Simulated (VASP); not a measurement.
# TiC (P-6m2) in VASP: notebook, part 2 of 2

VASP 6.6.1. Earlier steps stand in the parts before.

## (5) Relaxation of cell and atoms, optB86b-vdW

INCAR reads:

```
SYSTEM = TiC
  AGGAC = 0.0
  ALGO = Normal
  EDIFF = 1E-6
  EDIFFG = -0.02
  ENCUT = 600
  GGA = MK
  IBRION = 2
  ISIF = 3
  ISMEAR = -1
  LASPH = .True.
  LCHARG = .False.
  LREAL = .False.
  LUSE_VDW = .True.
  LWAVE = .False.
  NELM = 100
  NSW = 60
  PARAM1 = 0.1234
  PARAM2 = 1.0
  PREC = Accurate
  SIGMA = 0.05
```

KPOINTS reads:

```
k-points
0
Gamma
  10 10 10
  0 0 0
```

POSCAR reads:

```
TiC
1.0
    3.0420900000      0.0000000000      0.0000000000
   -1.5210400000      2.6345200000      0.0000000000
    0.0000000000      0.0000000000      2.6979700000
Ti C
1 1
Direct
    0.0000000000      0.0000000000      0.5000000000
    0.3333300000      0.6666700000      0.0000000000
```

Potentials or basis: VASP PAW PBE potentials, release 64 (Ti_sv, C).

The run is started by

```bash
> cat potpaw_PBE.64/Ti_sv/POTCAR potpaw_PBE.64/C/POTCAR > POTCAR
> mpirun -np 1 vasp_std > vasp.out
```

OUTCAR:

```text
SYSTEM = TiC
   EDIFF = 1E-6
   EDIFFG = -0.02
   ENCUT = 600
   GGA = MK
   IBRION = 2
   ISIF = 3
   ISMEAR = -1
   LASPH = .True.
   LREAL = .False.
   NELM = 100
   NSW = 60
   PREC = Accurate

 ion  position               nearest neighbor table
   1  0.000  0.000  0.500-   2 2.21   2 2.21   2 2.21   2 2.21   2 2.21   2 2.21
   2  0.333  0.667  0.000-   1 2.21   1 2.21   1 2.21   1 2.21   1 2.21   1 2.21

  LATTYP: Found a hexagonal cell.
 ALAT       =     3.0420900000
 C/A-ratio  =     0.8868804013

  Lattice vectors:

 A1 = (   3.0420900000,   0.0000000000,   0.0000000000)
 A2 = (  -1.5210400000,   2.6345200000,   0.0000000000)
 A3 = (   0.0000000000,   0.0000000000,   2.6979700000)

Analysis of symmetry for initial positions (statically):
=====================================================================
 Subroutine PRICEL returns:
 Original cell was already a primitive cell.

 Routine SETGRP: Setting up the symmetry group for a
 hexagonal supercell.

 Subroutine GETGRP returns: Found  4 space group operations
 (whereof  4 operations were pure point group operations)
 out of a pool of 24 trial point group operations.

The static configuration has the point symmetry C_2v.

Analysis of symmetry for dynamics (positions and initial velocities):
=====================================================================
 Subroutine PRICEL returns:
 Original cell was already a primitive cell.

 Routine SETGRP: Setting up the symmetry group for a
 hexagonal supercell.

 Subroutine GETGRP returns: Found  4 space group operations
 (whereof  4 operations were pure point group operations)
 out of a pool of 24 trial point group operations.

The dynamic configuration has the point symmetry C_2v.

 Subroutine INISYM returns: Found  4 space group operations
 (whereof  4 operations are pure point group operations),
 and found     1 'primitive' translations

----------------------------------------------------------------------------------------

                                     Primitive cell

  volume of cell :      21.6227

  direct lattice vectors                    reciprocal lattice vectors
     3.042090000  0.000000000  0.000000000     0.328721372  0.189787269  0.000000000
    -1.521040000  2.634520000  0.000000000     0.000000000  0.379575786  0.000000000
     0.000000000  0.000000000  2.697970000     0.000000000  0.000000000  0.370649044

  length of vectors
     3.042090000  3.042081247  2.697970000     0.379574694  0.379575786  0.370649044

  position of ions in fractional coordinates (direct lattice)
     0.000000000  0.000000000  0.500000000
     0.333330000  0.666670000  0.000000000

  ion indices of the primitive-cell ions
   primitive index   ion index
                 1           1
                 2           2

----------------------------------------------------------------------------------------

 KPOINTS: k-points

Automatic generation of k-mesh.
 Grid dimensions read from file:
 generate k-points for:   10   10   10

 Generating k-lattice:

  Cartesian coordinates                     Fractional coordinates (reciprocal lattice)
     0.032872137  0.018978727  0.000000000     0.100000000  0.000000000  0.000000000
[... 45 lines left out ...]
   dimension x,y,z NGXF=    48 NGYF=   48 NGZF=   48
   ions per type =               1   1
   NGX,Y,Z   is equivalent  to a cutoff of  13.12, 13.12, 14.79 a.u.
   NGXF,Y,Z  is equivalent  to a cutoff of  26.23, 26.23, 29.58 a.u.
 SYSTEM =  TiC
   PREC   = accura    normal or accurate (medium, high low for compatibility)
   ISTART =      0    job   : 0-new  1-cont  2-samecut
   ICHARG =      2    charge: 1-file 2-atom 10-const
   ISPIN  =      1    spin polarized calculation?
   LNONCOLLINEAR =      F non collinear calculations
   LSORBIT =      F    spin-orbit coupling
   LASPH  =      T    aspherical Exc in radial PAW
   ENCUT  =  600.0 eV  44.10 Ry    6.64 a.u.   6.08  6.08  5.39*2*pi/ulx,y,z
   NELM   =    100;   NELMIN=  2; NELMDL= -5     # of ELM steps
   EDIFF  = 0.1E-05   stopping-criterion for ELM
   LREAL  =      F    real-space projection
   EDIFFG = -.2E-01   stopping-criterion for IOM
   NSW    =     60    number of steps for IOM
   IBRION =      2    ionic relax: 0-MD 1-quasi-New 2-CG
   NFREE  =      1    steps in history (QN), initial steepest desc. (CG)
   ISIF   =      3    stress and relaxation
   ISYM   =      2    0-nonsym 1-usesym 2-fastsym
   POTIM  = 0.5000    time-step for ionic-motion
   TEBEG  =    0.0;   TEEND  =   0.0 temperature during run
   PSTRESS=    0.0 pullay stress
   NELECT =      16.0000    total number of electrons
   NUPDOWN=      -1.0000    fix difference up-down
   EMIN   =  10.00;   EMAX   =-10.00  energy-range for DOS
   EFERMI =   0.00;   METHOD = LEGACY
   ISMEAR =    -1;   SIGMA  =   0.05  broadening in eV -4-tet -1-fermi 0-gaus
   EFERMI_NEDOS =   21; number of points for ismear=-14 and -15
   IALGO  =     38    algorithm
   IMIX   =      4    mixing-type and parameters
     AMIX     =   0.40;   BMIX     =  1.00
     AMIX_MAG =   1.60;   BMIX_MAG =  1.00
  volume/ion in A,a.u.               =      10.81        72.96
  Fermi-wavevector in a.u.,A,eV,Ry     =   1.480737  2.798187 29.831891  2.192582
  Thomas-Fermi vector in A             =   2.594734
   LORBIT       =      0    0 simple, 1 ext, 2 COOP (PROOUT), +10 PAW based schemes
   GGA     = MK    functional components
   LHFCALC =     F    Hartree Fock is set to
   AEXX    =    0.0000 exact exchange contribution
   IVDW_NL    =     1    kernel type
   BPARAM     = 6.3000
   IVDW    =     0    specifies the selected vdW correction
   LEPSILON=     F    determine dielectric tensor
   LRPA    =     F    only Hartree local field effects (RPA)
 conjugate gradient relaxation of ions
 non-spin polarized calculation
  energy-cutoff  :      600.00
  volume of cell :       21.62
 maximum number of plane-waves:       734
   NGX = 13   NGY = 13   NGZ = 11

--------------------------------------- Ionic step        1  -------------------------------------------

 number of electron      15.9999999 magnetization

 Free energy of the ion-electron system (eV)
  ---------------------------------------------------
  ext. energy  EPLUGINS =         0.00000000
  ---------------------------------------------------
  free energy    TOTEN  =       -13.68414738 eV

  energy without entropy =      -13.68016403  energy(sigma->0) =      -13.68215570

------------------------ aborting loop because EDIFF is reached ----------------------------------------

  FORCE on cell =-STRESS in cart. coord.  units (eV):
  Direction    XX          YY          ZZ          XY          YZ          ZX
  --------------------------------------------------------------------------------------
  -------------------------------------------------------------------------------------
  Total       -0.3375326     -0.3375958     -0.3236188     -0.0000570      0.0000000      0.0000000
  in kB      -25.0101105    -25.0147970    -23.9791427     -0.0042249      0.0000000      0.0000000
  external PRESSURE =     -24.6680167 kB  Pullay stress =       0.0000000 kB
[... 177 lines left out ...]
--------------------------------------- Ionic step        6  -------------------------------------------

 number of electron      16.0000000 magnetization

 Free energy of the ion-electron system (eV)
  ---------------------------------------------------
  ext. energy  EPLUGINS =         0.00000000
  ---------------------------------------------------
  free energy    TOTEN  =       -13.68592235 eV

  energy without entropy =      -13.68206490  energy(sigma->0) =      -13.68399362

 E-fermi :   8.6423     XC(G=0): -12.4010

 val. band max:        8.6115505478   @ k =   0.3000   0.1000   0.0000
 cond. band min:       8.6686067917   @ k =   0.4000  -0.0000   0.0000
 fundamental gap:      0.0570562439
 Fermi energy:         8.6422740639

 k-point     1 :       0.0000    0.0000    0.0000
  band No.  band energies     occupation
      1     -47.6976      2.00000
      2     -23.9581      2.00000
      3     -23.9581      2.00000
      4     -23.5001      2.00000
      5      -3.3128      2.00000
      6       7.0531      2.00000
      7       7.0532      2.00000
      8       7.6915      2.00000
      9      10.9648      0.00000
     10      12.0128      0.00000
     11      12.0128      0.00000
     12      14.3827      0.00000
[... 331 lines left out ...]
 k-point    24 :      -0.2000    0.4000    0.0000
  band No.  band energies     occupation
      1     -47.6519      2.00000
      2     -24.2591      2.00000
      3     -24.0741      2.00000
      4     -23.4600      2.00000
      5      -1.5405      2.00000
      6       4.7411      2.00000
      7       7.3449      2.00000
      8       8.6942      0.52252
      9       8.8576      0.02659
     10      11.5575      0.00000
     11      12.1910      0.00000
     12      12.7649      0.00000

 [... further k-points ...]
[... 5 lines left out ...]
  --------------------------------------------------------------------------------------
  -------------------------------------------------------------------------------------
  Total       -0.0078138     -0.0077892      0.0309750      0.0000213      0.0000000      0.0000000
  in kB       -0.5855913     -0.5837412      2.3213563      0.0015984      0.0000000      0.0000000
  external PRESSURE =       0.3840079 kB  Pullay stress =       0.0000000 kB
[... 21 lines left out ...]
  energy  without entropy=      -13.6820649036  energy(sigma->0) =      -13.68399362

Total vdW correction in eV:      2.2643915

 reached required accuracy - stopping structural energy minimisation
```

CONTCAR:

```text
TiC
   1.00000000000000
     3.0285533610575044   -0.0000040844205429    0.0000000000000000
    -1.5142752399799648    2.6227950065723236    0.0000000000000000
     0.0000000000000000    0.0000000000000000    2.6914203011377018
  Ti              C
     1     1
Direct
     0.9999989514634851    0.0000010485365636    0.5000000000000000
     0.3333310485365114    0.6666689514634399    0.0000000000000000

  0.00000000E+00  0.00000000E+00  0.00000000E+00
  0.00000000E+00  0.00000000E+00  0.00000000E+00
```

Wall time 3.3 min (1 thread of Intel Xeon Platinum 8375C at 2.90GHz (Ice Lake), shared host); peak memory 0.32 GiB.

Results:

| Quantity | Value |
| --- | --- |
| Free energy | -13.6859 eV |
| Relaxed volume | 10.69 Å³/atom |
| Relaxed cell | a = 3.029 Å, b = 3.029 Å, c = 2.691 Å, α = 90.00°, β = 90.00°, γ = 120.00° |
| Space group after relaxing (to 0.05 Å) | P-6m2 (No. 187) |
| Energy gained by relaxing | 0.9 meV/atom |
| Ionic steps | 6 |
| Pressure after relaxing | 0.0 GPa |
| Band gap on the k mesh | none (metal or under the smearing width) |

Stress tensor (GPa, compression positive):
```
-0.06  0.00  0.00
 0.00 -0.06  0.00
 0.00  0.00  0.23
```

Step by step:
```tsv
step	energy change (eV)	largest force (eV/Å)	pressure (GPa)	volume (Å³)
1	0.0000	0.0001	-2.47	21.62
2	0.0010	0.0000	2.99	21.11
3	-0.0017	0.0001	-0.07	21.40
4	-0.0017	0.0001	-0.01	21.39
5	-0.0017	0.0001	0.04	21.38
6	-0.0018	0.0000	0.04	21.38
```

Final structure:
```
CELL_PARAMETERS angstrom
3.02855 0.00000 0.00000
-1.51428 2.62280 0.00000
0.00000 0.00000 2.69142
ATOMIC_POSITIONS crystal
Ti 0.00000 0.00000 0.50000
C 0.33333 0.66667 0.00000
```

Caveat: the PAW data sets were made with another functional, which shifts forces and pressure a little.

## (6) Summary

| task | level | cell | cutoff (eV) | smearing | gap on the mesh (eV) | pressure (GPa) | relaxed volume (Å³/atom) |
| --- | --- | --- | --- | --- | --- | --- | --- |
| relaxation of cell and atoms | BLYP+D4 | relaxed | 600 | fermi-dirac 0.05 eV | none | 0.0 | 10.77 |
| single point | PBE | as given | 520 | gaussian 0.013 eV | none | 0.3 | - |
| relaxation of cell and atoms | rev-vdW-DF2 | relaxed | 600 | fermi-dirac 0.05 eV | none | 0.0 | 10.69 |
| relaxation of cell and atoms | optB86b-vdW | relaxed | 600 | fermi-dirac 0.05 eV | none | 0.0 | 10.69 |

Alike in all rows: potentials or basis VASP PAW PBE potentials, release 64 (Ti_sv, C); no spin polarisation; k mesh 10 × 10 × 10.

Caveats: the PAW data sets were made with another functional, which shifts forces and pressure a little (some runs); pairwise dispersion overbinds metals, which lowers pressure and volume (some runs).

Absolute energies hang on the potentials; compare differences alone.
